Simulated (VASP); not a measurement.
Something may be wrong with this VASP 6.6.1 calculation of HfN.

run.py

```python
from ase.calculators.vasp import Vasp
from ase.io import read

atoms = read('POSCAR')
calc = Vasp(
    directory='calc',
    xc='revtpss',
    pp='PBE',
    setups='materialsproject',
    prec='Normal',
    encut=250,
    ediff=1e-07,
    ismear=-1,
    sigma=0.02,
    lreal=False,
    lasph=True,
    nelm=51,
    algo='Normal',
    isif=3,
    lwave=False,
    lcharg=False,
    lmixtau=True,
    ivdw=11,
    vdw_s6=1.0,
    vdw_s8=1.3666,
    vdw_sr=1.3491,
    vdw_sr8=1.0,
    ibrion=2,
    nsw=30,
    ediffg=-0.01,
    kpts=[10, 10, 10],
    gamma=True,
)
atoms.calc = calc

print('energy (eV):', atoms.get_potential_energy())
print('free energy (eV):', atoms.get_potential_energy(force_consistent=True))
print('forces (eV/A):')
print(atoms.get_forces())
print('stress (eV/A^3, Voigt):', atoms.get_stress())
print('Fermi level (eV):', calc.get_fermi_level())
print('cell (A, degrees):', atoms.cell.cellpar())
print('volume (A^3):', atoms.get_volume())
print('scaled positions:')
print(atoms.get_scaled_positions())
```

File POSCAR:

```
HfN
1.0
    0.0000000000      2.2560000000      2.2560000000
    2.2560000000      0.0000000000      2.2560000000
    2.2560000000      2.2560000000      0.0000000000
Hf N
1 1
Direct
    0.0000000000      0.0000000000      0.0000000000
    0.5000000000      0.5000000000      0.5000000000
```

Potentials or basis: VASP PAW PBE potentials, release 64 (Hf_pv, N).

Run with:

```sh
$ python run.py
```

Output:

```text
energy (eV): 12.15121942
free energy (eV): 12.15071852
forces (eV/A):
[[ 0.  0. -0.]
 [-0. -0.  0.]]
stress (eV/A^3, Voigt): [-0.00020152 -0.00020152 -0.00020152 -0.         -0.          0.        ]
Fermi level (eV): 9.52366248
cell (A, degrees): [ 3.063423  3.063423  3.063423 60.       60.       60.      ]
volume (A^3): 20.328526851803048
scaled positions:
[[0.  0.  0. ]
 [0.5 0.5 0.5]]
```

OUTCAR:

```text
ENCUT = 250.000000
   EDIFF = 1.00e-07
   EDIFFG = -1.00e-02
[... 1095 lines left out ...]
  energy  without entropy=       12.1517203374  energy(sigma->0) =       12.15121943

 reached required accuracy - stopping structural energy minimisation
```

**Question.** How did it end, and where is the flaw?

**Answer.** The run converged. The input holds a flaw that was put in on purpose: cell relaxed at a low cutoff (ENCUT = 250; PREC = Normal). The program doesn't stop on it, so the numbers can't be trusted though the run ends normally.
